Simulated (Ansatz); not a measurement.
## Strain and the gap of NaF (zincblende)

NaF built on the zincblende prototype, relaxed with r2SCAN in Ansatz. It is cubic, F-43m (No. 216); conventional cell a = 5.063 Å, 16.22 Å³ an atom. Around Na lie 4 F at 2.19 Å; around F lie 4 Na at 2.19 Å.

The axes x, y and z are those of this cell:
```
Na F
1.0
     0.00000    2.53126    2.53126
     2.53126    0.00000    2.53126
     2.53126    2.53126    0.00000
Na F
1 1
Cartesian
  0.0000 0.0000 0.0000
  1.2656 1.2656 1.2656
```

Unstrained: The PBE gap is direct at Γ: 5.628 eV. With r2SCAN the valence top lies at Γ–K (0.19 of the way from Γ) and the conduction bottom at Γ, 6.257 eV higher; the smallest vertical gap, at Γ, is 6.257 eV. Least and direct gap differ so little that the kind isn't settled. HSE06 gives a direct gap of 7.664 eV at Γ. Meshes: PBE 8×8×8, r2SCAN 8×8×8, HSE06 6×6×6. Strains are changes of length per length. After each strain the atoms were relaxed again with r2SCAN within the symmetry that the strain leaves, so tilts or polar shifts that break it weren't tested; points keep the names that they have in the unstrained zone. Values at 0 K without nuclear motion; spin polarisation is off, and the phase may be a hypothetical one.

Changes of the least gap in eV (an overlap counts as a negative gap):

| strain | volume change (%) | space group | PBE | r2SCAN | HSE06 | energy rise, r2SCAN (meV/atom) |
| --- | --- | --- | --- | --- | --- | --- |
| isotropic -5.09 % on every length | -14.5 | F-43m | – | – | +0.621 | – |
| epitaxial +1.22 % in the plane normal to [111], free normal strain -1.17 % | +1.3 | R3m | – | – | -0.079 | – |
| epitaxial -2.87 % in the xy plane, free normal strain +4.76 % | -1.2 | I-4m2 | – | – | -0.001 | – |

Isotropic -5.09 % on every length. HSE06: the gap goes from 7.664 to 8.285 eV (+0.621 eV). For HSE06, dE_g/d ln V = -4.0 eV over this step.

Epitaxial +1.22 % in the plane normal to [111], free normal strain -1.17 %. HSE06: the gap goes from 7.664 to 7.585 eV (-0.079 eV); with HSE06 the top three valence levels at Γ, degenerate before, become 1+2 from the top over 44 meV.

Epitaxial -2.87 % in the xy plane, free normal strain +4.76 %. HSE06: the gap goes from 7.664 to 7.663 eV (-0.001 eV); it turns from direct (Γ) to indirect (Γ–K (0.44) → Γ); least and direct gap lie within 0.04 eV, so its kind isn't settled; with HSE06 the top three valence levels at Γ, degenerate before, become 2+1 from the top over 61 meV.

Where an edge lies off the special points, it is a point of the mesh or the k point where a search put PBE's edge or least direct gap, reused for the other functionals, whose own edges may lie a little apart.

The meshes of the hybrids are coarse, so their gaps aren't converged to the digits shown.

The splittings at Γ are without spin-orbit coupling, which regroups them where it is of like size or larger.
